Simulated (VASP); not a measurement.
Set up this calculation in VASP 6.6.1, as the native input.

```yaml
Task: relaxation of cell and atoms
Functional: PBE
Potentials_or_basis: VASP PAW PBE potentials, release 64 (Na_pv, H)
Cutoff: 600 eV
k_mesh: 10 × 10 × 10
Occupations: gaussian, width 0.1 eV
Spin: no spin polarisation
Dipole_correction: no
Further_INCAR_settings: ALGO = Normal; EDIFF = 1e-06; IBRION = 2; EDIFFG = -0.01; NSW = 100; ISIF = 3
```

The structure of NaH6 lies in POSCAR:

```
NaH6
1.0
    3.6469030869      0.0000000000      0.0000000000
    0.0000000000      3.6469030869      0.0000000000
    0.0000000000      0.0000000000      3.6469030869
Na H
1 6
Direct
    0.5000000000      0.5000000000      0.5000000000
    0.0000000000      0.5000000000      0.5000000000
    0.5000000000      0.0000000000      0.5000000000
    0.5000000000      0.5000000000      0.0000000000
    0.5000000000      0.0000000000      0.0000000000
    0.0000000000      0.5000000000      0.0000000000
    0.0000000000      0.0000000000      0.5000000000
```

The cell was built by a generator and needn't be a form met in nature.

The cell isn't the ideal one: random cell by space group and Wyckoff sites (Pm-3m, No. 221).

The input as run:

INCAR

```
SYSTEM = NaH6
PREC = Accurate
ENCUT = 600
EDIFF = 1E-6
ISMEAR = 0
SIGMA = 0.1
LREAL = .False.
LASPH = .True.
NELM = 80
ALGO = Normal
ISIF = 3
LWAVE = .False.
LCHARG = .False.
GGA = PE
IBRION = 2
NSW = 100
EDIFFG = -0.01
```

KPOINTS

```
regular mesh
0
Gamma
  10 10 10
  0 0 0
```

Potentials or basis: VASP PAW PBE potentials, release 64 (Na_pv, H).

Command:

```bash
$ cat potpaw_PBE.64/Na_pv/POTCAR potpaw_PBE.64/H/POTCAR > POTCAR
$ mpirun -np 1 vasp_std > vasp.out
```

Results of the run:

- Pressure after relaxing: 0.0 GPa
- Band gap on the k mesh: none (metal or under the smearing width)

Caveat: the relaxation stopped at its first step, so nothing moved.

It took 16 s on 1 thread of Intel(R) Xeon(R) Platinum 8488C (Sapphire Rapids), with other jobs on the host, peak memory 0.17 GiB.
